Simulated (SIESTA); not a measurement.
Runs of SIESTA 5.4.2 on BP. The structure is cubic, space group F-43m (No. 216). The conventional cell has a = 4.538 Å, b = 4.538 Å, c = 4.538 Å, α = 90.00°, β = 90.00°, γ = 90.00°. Around P (site symmetry -43m) lie 4 B at 1.97 Å. B (site symmetry -43m) is surrounded by 4 P at 1.97 Å. 

```csv
potentials or basis,gap on the mesh (eV),pressure (GPa)
"SG15 1.2 (PBE files) or PseudoDojo by element, DZP (energy shift 0.003 Ry)",(a),3.7
"PseudoDojo 0.4 standard (PBE files), DZP (energy shift 0.003 Ry)",1.28,4.4
"PseudoDojo 0.4 stringent (PBE files), DZP (energy shift 0.003 Ry)",1.28,4.4
"PseudoDojo 0.5 standard (PBE files), DZP (energy shift 0.003 Ry)",1.28,4.4
"SPMS 1.0 (PBE files) or PseudoDojo by element, DZP (energy shift 0.003 Ry)",1.28,4.3
```

Alike in all rows: task band structure; level PBE; no spin polarisation; cell as given; k mesh 10 × 10 × 10; smearing fermi-dirac 0.05 eV; grid cutoff 500 Ry; energy shift 0.003 Ry.

**Question.** Estimate the missing entries.

**Answer.** (a) 1.29.

Caveats: the basis of atomic orbitals isn't converged, which shifts pressures, moduli and gaps.

